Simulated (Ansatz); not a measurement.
# Titanium, simple cubic under r²SCAN: ground state and equation of state, part 3 of 3

What does r²SCAN give for titanium in the simple cubic structure? We relax it, solve it on a dense k-mesh, then scale the cell to 7 volumes from 88 to 112 % of the relaxed one and try a fit of the equation of state. The start is ferromagnetic. The k-meshes are 12×12×12 for the relaxation; 19×19×19 for the dense run; 19×19×19 for the volumes.

Ansatz 0.2.0; DFT, r2SCAN, plane waves (500 eV) with PAW, scalar-relativistic.

## (12) Results

This is Ti in the simple cubic structure; at room conditions it is hcp.

What follows sums up all 3 parts.

```
                      quantity                                  value
space group (spins left aside)                        Pm-3m (No. 221)
             conventional cell                            a = 2.690 Å
                        volume                         19.463 Å³/atom
             shortest distance                                2.690 Å
               gap on the mesh           none (levels filled in part)
                magnetic state  ferromagnetic, up to 1.27 μB per atom
               relative to hcp                          +770 meV/atom
                   V₀, B₀, B₀′            19.540 Å³/atom, 71 GPa, 3.6
```

From the guessed start the volume grew by 2.1 % in 4 steps. It lies 770 meV/atom above the element's reference form at the same level (hcp, from a run of its own), so it is far from stable. The final state is ferromagnetic (largest moment 1.27 μB). Levels at the Fermi energy are filled in part, as in a metal. B₀ comes out at 71 GPa. Relaxation kept the symmetry; phonons were not checked.
